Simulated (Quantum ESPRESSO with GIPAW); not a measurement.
# SiO2 (Quartz): how strain moves the 17O line

GIPAW runs (PBEsol, plane-wave PAW from pslibrary 1.0.0 recipes, cutoffs 55 and 330 Ry, one 5×5×4 mesh for all shielding runs; Quantum ESPRESSO with GIPAW, a patched development version; no spin-orbit coupling, no macroscopic shape term) on SiO2 (Quartz), space group P3_121 before straining. The cell below is strained along the z axis of the cell given, with the other two held, and the atoms are relaxed in pw.x at each strain, zero included.

```
Si O
1.0
     4.91580    0.00000    0.00000
    -2.45790    4.25721    0.00000
     0.00000    0.00000    5.40910
Si O
3 6
Direct
  0.46668 0.46668 0.00000
  0.00000 0.53332 0.66667
  0.53332 0.00000 0.33333
  0.86157 0.27282 0.44766
  0.72718 0.58874 0.78099
  0.41126 0.13843 0.11432
  0.27282 0.86157 0.55234
  0.58874 0.72718 0.21901
  0.13843 0.41126 0.88568
```

The cell is an entry of the Crystallography Open Database.

The bonds are those of O (atom 4; bridging Si-O-Si, 142°). One row is withheld.

| strain (%) | mean bond (Å) | σ_iso Si (ppm) | σ_iso O (ppm) | span O (ppm) |
| --- | --- | --- | --- | --- |
| -1.5 | 1.6208 | 423.67 | 200.16 | 73.3 |
| -1.125 | 1.6209 | 424.07 | 200.51 | 73.8 |
| -0.75 | 1.6209 | ? | ? | ? |
| 0 | 1.6210 | 425.39 | 201.57 | 75.3 |
| +0.75 | 1.6213 | 426.21 | 202.10 | 76.3 |
| +1.5 | 1.6215 | 427.09 | 202.63 | 77.4 |

**Task.** Fit σ_iso of O against strain, judge whether a straight line is enough, and predict the withheld row at -0.75 %.

1. With n = 5: Σx = -0.375, Σy = 1006.97, Σx² = 6.3281, Σxy = -70.294.

2. Slope b = (nΣxy − ΣxΣy)/(nΣx² − (Σx)²) = 0.83 ppm per %, intercept a = (Σy − bΣx)/n = 201.46 ppm.

3. Residuals (run less line), in the order of the table: -0.05, -0.01, +0.11, +0.02, -0.07 ppm. They bend in one sense; the largest is 4.6 % of the range of σ, so a quadratic term is needed: σ = 201.54 + 0.824 x − 0.070 x², with residuals of 0.03 ppm or less.

4. At -0.75 % (inside the fitted range) the line gives 200.83 ppm and the parabola 200.89 ppm.

5. The run gives:

| strain (%) | mean bond (Å) | σ_iso Si (ppm) | σ_iso O (ppm) | span O (ppm) |
| --- | --- | --- | --- | --- |
| -0.75 | 1.6209 | 424.50 | 200.88 | 74.3 |

Prediction less run: the line misses by -0.05 ppm, the parabola by +0.01 ppm. By the parabola, a strain of +1 % changes σ of O by +0.75 ppm and one of −1 % by -0.89 ppm; the mean slope is +0.83 ppm per %. The shift moves the opposite way, scaled by the slope of a reference line. Over the table σ of Si goes from 423.67 to 427.09 ppm. Zero strain is the database's lattice with relaxed atoms, not this functional's rest cell, and neither cutoff nor mesh was tested for the slopes. The omitted shape term, common to all sites, changes with strain too. This build of gipaw.x prints that it is not audited and that its numbers are no references by themselves. The relaxations ran on cheaper settings and stop at small residual forces, which adds noise that small residuals can't be told from. 17O is quadrupolar, so a real line also moves with the field gradient, which is not computed here. pw.x warned of eigenvalues not converged in some cycles of these runs, which then met the threshold.

[Banner, clock, file and message-heading lines were taken out of the pw.x and gipaw.x logs.]

[Logs are printed without paths, hosts, clocks, repeated set-up lines and the standing remarks that a program may print on its own settings, such as how far it seeks lower states.]

[Hosts, paths, dates, database ids (printed as entryN), source tags and the programs' standing remarks are cut or masked in the printed files.]
